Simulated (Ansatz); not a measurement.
# Cu2O (Cuprite): the cost of one run

Program: the Python package of Ansatz 0.2.0. Level of theory: DFT PBE, plane waves, PAW. These are calculated values, not measurements.

The COD entry's cell or inner coordinates are ideal or old and differ from later refinements, so a difference from it is no clean test against experiment.

**1. The system**

The structure is cubic, space group Pn-3m (No. 224). The conventional cell has a = 4.260 Å, b = 4.260 Å, c = 4.260 Å, α = 90.00°, β = 90.00°, γ = 90.00°. Cu (site symmetry -3m) is surrounded by 2 O at 1.84 Å. O (site symmetry -43m) has 4 Cu at 1.84 Å as nearest neighbours.

No structure file is read: the coordinates are typed or built in the script.

**2. The script**

cu2o_vcrelax.py

```python
'''Relax cell and ions of Cu2O.'''

from dataclasses import dataclass

import ansatz as az
import numpy as np
from pymatgen.core import Lattice, Structure
from pymatgen.io.ase import AseAtomsAdaptor


@dataclass
class Settings:
    xc: str = 'PBE'
    kgrid: tuple[int, ...] = (4, 4, 4)
    ecut: int = 450
    filling: str = 'fixed'


settings = Settings()

def edges_and_angles(cell):
    cell = np.asarray(cell)
    a, b, c = np.linalg.norm(cell, axis=1)
    cosines = cell[1] @ cell[2] / (b * c), cell[0] @ cell[2] / (a * c), cell[0] @ cell[1] / (a * b)
    return (a, b, c, *np.degrees(np.arccos(cosines)))

pmg_structure = Structure(
    Lattice([(4.26, 0.0, 0.0), (0.0, 4.26, 0.0), (0.0, 0.0, 4.26)]),
    ['Cu', 'Cu', 'Cu', 'Cu', 'O', 'O'],
    [
        (0.25, 0.25, 0.25),
        (0.25, 0.75, 0.75),
        (0.75, 0.75, 0.25),
        (0.75, 0.25, 0.75),
        (0.0, 0.0, 0.0),
        (0.5, 0.5, 0.5),
    ],
)
system = az.Crystal.from_ase(AseAtomsAdaptor.get_atoms(pmg_structure))

# a pressure is positive in compression
calculation = (
    system.calculation()
    .functional(settings.xc)
    .kpoints(*settings.kgrid)
    .basis(settings.ecut)
    .occupations(settings.filling)
    .pseudopotentials('paw')
    .relax(max_steps=40, pressure=20)
)
steps = []


def collect(event):
    if event['event'] == 'relax_step':
        steps.append(event['data'])


done = calculation.session().plan().execute(on_event=collect)
report = done.report
for s in steps:
    flag = '' if s['accepted'] else '  (rejected)'
    print('step %2d  E = %.5f eV  largest force component = %.4f eV/A%s' % (s['step'], s['lagrangian_ev'], s['allowed_force_max_ev_ang'], flag))

first, last = steps[0], steps[-1]
symbols = [site.symbol for site in done.lattice.sites]
print(f'energy gained {first["lagrangian_ev"] - last["lagrangian_ev"]:.4f} eV in {len(steps) - 1} steps')
for label, vectors in (('before', first['cell_ang']), ('after', done.lattice.cell_ang)):
    print(label, 'a b c (A) {:.4f} {:.4f} {:.4f}  angles {:.2f} {:.2f} {:.2f}'.format(*edges_and_angles(vectors)), f' V = {abs(np.linalg.det(vectors)):.3f} A^3')
print('final stress xx yy zz (GPa, compression positive):', np.round(np.diag(report['stress_gpa']), 3) + 0.0)

print('relaxed fractional positions')
for site in done.lattice.sites:
    print(f'  {site.symbol:2s}', ' '.join(f'{v % 1:8.5f}' for v in np.round(site.position_frac, 5)))

print('atom   start x y z (A)              end x y z (A)')
for symbol, a, b in zip(symbols, first['positions_ang'], last['positions_ang']):
    print(f'{symbol:3s}', ' '.join(f'{v:8.4f}' for v in a), '  ', ' '.join(f'{v:8.4f}' for v in b))

print('%-22s %14.5f eV' % ('F = E - TS', report['free_energy_ev']))
print('%-22s %14.5f eV' % ('E', report['internal_energy_ev']))
print('%-22s %14.5f eV' % ('Harris-Foulkes', report['harris_foulkes_ev']))
print('%-22s %14.5f eV' % ('Fermi level', report['fermi_energy_ev']))
```

**3. The run**

Started as:

```sh
$ python cu2o_vcrelax.py
```

Q: Estimate wall time and peak memory on 1 thread of Arm Neoverse V1, shared host.

About 18 s, with a peak of 0.48 GiB.
